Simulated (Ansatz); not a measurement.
Geometry optimisation, DFT PBEsol, scalar-relativistic, plane waves, PAW in Ansatz.

The input (input.yaml):

```yaml
crystal:
  lattice:
    - [0.0, 5.43, 5.43]
    - [5.43, 0.0, 5.43]
    - [5.43, 5.43, 0.0]
  atoms:
    - { symbol: Si, position: [0.0, 0.0, 0.0] }
    - { symbol: Si, position: [0.125, 0.125, 0.125] }
    - { symbol: Si, position: [0.0, 0.0, 0.5] }
    - { symbol: Si, position: [0.125, 0.125, 0.625] }
    - { symbol: Si, position: [0.0, 0.5, 0.0] }
    - { symbol: Si, position: [0.125, 0.625, 0.125] }
    - { symbol: Si, position: [0.0, 0.5, 0.5] }
    - { symbol: Si, position: [0.125, 0.625, 0.625] }
    - { symbol: Si, position: [0.5, 0.0, 0.0] }
    - { symbol: Si, position: [0.625, 0.125, 0.125] }
    - { symbol: Si, position: [0.5, 0.0, 0.5] }
    - { symbol: Si, position: [0.625, 0.125, 0.625] }
    - { symbol: Si, position: [0.5, 0.5, 0.0] }
    - { symbol: Si, position: [0.625, 0.625, 0.125] }
    - { symbol: Si, position: [0.5, 0.5, 0.5] }
    - { symbol: Si, position: [0.625, 0.625, 0.625] }
    - { symbol: Si, position: [0.74555942, 0.75083864, 0.75715469] }
basis:
  ecutwfc: 420.0
kpoints:
  mp_grid: { grid: [2, 2, 2] }
hamiltonian:
  xc: pbesol
  pseudopotentials: { kind: paw, azcp: { folder: soft_1 } }
scf:
  occupations: { method: gaussian, width: 0.02 }
  lower_state_search: "off"
relax:
  f_tol: 0.03
  max_steps: 60
  adjacent_minimum: "off"
```

Command:

```bash
$ ansatz run input.yaml --threads 1 --pin off --max-ram 3072MiB --backend cpu --events-out ev --progress --plain --runs-dir out
```

Task: Where does it end, and by what steps?

Result: It converged. The force dipped under the threshold on the way, but the program's further checks kept it going. Limits of this set-up: PAW files made for another functional, a small cell, in which the defect meets its images. After 3 steps the energy has fallen by 0.127 eV; Si14 moved furthest, 0.05 Å.

```csv
step,energy less start (eV),largest force component (eV/Å),accepted
0,0.0000,0.683,yes
1,-0.1120,0.243,yes
2,-0.1270,0.026,yes
3,-0.1270,0.027,yes
```

```xyz
17
Lattice="0.0000 5.4300 5.4300 5.4300 0.0000 5.4300 5.4300 5.4300 0.0000" Properties=species:S:1:pos:R:3
Si -0.001 0.000 0.000
Si 1.354 1.353 1.352
Si 2.717 2.714 0.033
Si 4.076 4.076 1.354
Si 2.718 0.034 2.712
Si 4.077 1.354 4.076
Si 5.397 2.715 2.715
Si 6.769 4.093 4.092
Si 0.036 2.717 2.713
Si 1.354 4.078 4.077
Si 2.716 5.397 2.716
Si 4.098 6.765 4.095
Si 2.718 2.718 5.396
Si 4.101 4.099 6.760
Si 5.438 5.432 5.427
Si 6.768 6.767 6.766
Si 8.152 8.147 8.142
```

Whether the end is a true minimum wasn't checked by a vibrational analysis.

The run took 17 s on 1 thread of Arm Neoverse V2, with other jobs on the host, peak memory 0.49 GiB.
